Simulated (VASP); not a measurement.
Al in VASP: the effect of functional

Slab: Al, a slab with vacuum.

```
Al
1.0
     2.82708    0.00000    0.00000
    -1.41354    2.44832    0.00000
     0.00000    0.00000   26.48249
Al
6
Direct
  0.66667 0.33333 0.28321
  0.00000 0.00000 0.36992
  0.33333 0.66667 0.45664
  0.00000 0.00000 0.54336
  0.66667 0.33333 0.63008
  0.00000 0.00000 0.71679
```

Alike in all runs:

- Program: VASP 6.6.1
- Task: work function
- Cutoff: 520 eV
- k mesh: 8 × 8 × 1
- Occupations: fermi-dirac, width 0.05 eV
- Spin: no spin polarisation

| functional | potentials or basis | largest force (eV/Å) |
| --- | --- | --- |
| LDA | VASP PAW LDA potentials, release 64 (Al) | 0.19 |
| PBEsol | VASP PAW PBE potentials, release 64 (Al) | 0.22 |
| RPBE | VASP PAW PBE potentials, release 64 (Al) | 0.36 |
| revPBE | VASP PAW PBE potentials, release 64 (Al) | 0.34 |
| BLYP | VASP PAW PBE potentials, release 64 (Al) | ? |
| PW91 | VASP PAW PBE potentials, release 64 (Al) | 0.31 |
| r2SCAN | VASP PAW PBE potentials, release 64 (Al) | 0.17 |
| TPSS | VASP PAW PBE potentials, release 64 (Al) | 0.22 |

Question: What does the run with functional BLYP give?

Answer: Largest force 0.45 eV/Å.

Caveats: the PAW data sets were made with another functional, which shifts forces and pressure a little (some runs).

Runs at the PBE level aren't shown here.
